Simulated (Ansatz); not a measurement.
An Ansatz input (plane waves, PAW) for TiSe2 in the CdI2-type structure that has something wrong with it:

```yaml
crystal:
  lattice:
    - [1.87494611, 0.0, 0.0]
    - [-0.93747306, 1.62375096, 0.0]
    - [0.0, 0.0, 3.52972238]
  atoms:
    - { symbol: Ti, position: [0.0, 0.0, 0.0] }
    - { symbol: Se, position: [0.3333333333333, 0.6666666666667, 0.2318608152] }
    - { symbol: Se, position: [0.6666666666667, 0.3333333333333, 0.7681391848] }
basis:
  ecutwfc: 420
  ecutrho_ratio: 4
kpoints:
  mp_grid: { grid: [12, 12, 6] }
hamiltonian:
  xc: pbe
scf:
  occupations: { method: gaussian, width: 0.05 }
  max_iter: 50
output:
  forces: true
  stress: true
magnetization:
  noncollinear: true
  spin_orbit: true
```

Launched as:
```sh
ansatz run input.yaml --threads 4 --pin off --max-ram 7168MiB --backend cpu --events-out ev --progress --plain --runs-dir out
```

What the program printed:

SCF trace (energy estimate counted from the last row):
```tsv
iteration	ΔE (eV)	density residual (eV)	M (μB)
1	-39.169	1.99e2	0.00e0
2	-16.903	9.09e1	0.00e0
3	-0.924	5.11e0	0.00e0
4	0.269	1.59e-1	0.00e0
5	-0.018	2.02e-1	0.00e0
6	0.008	3.70e-3	0.00e0
7	-4.8e-04	3.91e-3	0.00e0
8	-3.1e-05	6.59e-4	0.00e0
9	3.7e-05	1.32e-5	0.00e0
10	1.0e-06	1.98e-7	0.00e0
11	0.000	2.78e-8	0.00e0
```

```
SCF 1 converged in 11 iterations: F = -13238.628521 eV  dr2 = 2.78e-8
SCF converged after 11 iterations
Magnetization: |M| = 0.0000 μB,  M = (+0.0000, +0.0000, +0.0000) μB
Absolute magnetization: 0.0000 μB (∫|m|)
  site 0: m = (+0.0000, +0.0000, +0.0000) μB, |m| = 0.0000 μB  (R = 0.56 Å)
  site 1: m = (+0.0000, +0.0000, +0.0000) μB, |m| = 0.0000 μB  (R = 0.56 Å)
  site 2: m = (+0.0000, +0.0000, +0.0000) μB, |m| = 0.0000 μB  (R = 0.56 Å)
Free energy (F): -13238.628521 eV
E sigma→0 (E₀):  -13238.627860 eV
Entropy (-TS):   -0.001322 eV (-0.441 meV/atom)
Fermi energy:    73.649360 eV
--- Forces (eV/Å), atoms counted from 1 ---
  atom   1  Ti     0.00000000     0.00000000     0.00000000
  atom   2  Se     0.00000000     0.00000000   170.27570078
  atom   3  Se     0.00000000     0.00000000  -170.27570078
--- Stress (GPa, compression-positive) ---
     5867.993091       0.000000       0.000000
        0.000000    5867.993091       0.000000
        0.000000       0.000000    5222.502766
  P = ⅓ Tr σ = 5652.8296 GPa (56528.296 kbar)
```

What is wrong with it?

A lattice far too small. Against the sound input: crystal.lattice: [[1.87494611, 0.0, 0.0], [-0.93747306, 1.62375096, 0.0], [0.0, 0.0, 3.52972238]] (the cap on iterations is only a precaution).

The run converged all the same; its pressure of 5653 GPa shows the fault against the sound run's. Its energy lies 67659 meV/atom from the sound one. Run time: 11 s on 4 threads of AMD EPYC 7R43 64-Core Processor (Zen 3) (shared host), peak memory 0.61 GiB. The run before the change (PBE with spin–orbit coupling, 420 eV, 12×12×6 mesh) gave:

| run | P (GPa) | gap on the mesh (eV) | cell moment (μB) | largest force component (eV/Å) |
| --- | --- | --- | --- | --- |
| sound | 0.0 | metal | 0.00 (no moment typed) | 0.000 |
| spoiled | 5652.8 | metal | 0.00 (no moment typed) | 170.276 |

The compound is reported in the structure type of the start.

Of that run: The structure is built of weakly bound layers, and this functional has no dispersion term, so their spacing and all that hangs on it (volume, the soft elastic constants, low modes, dielectric constants) are poorly given.
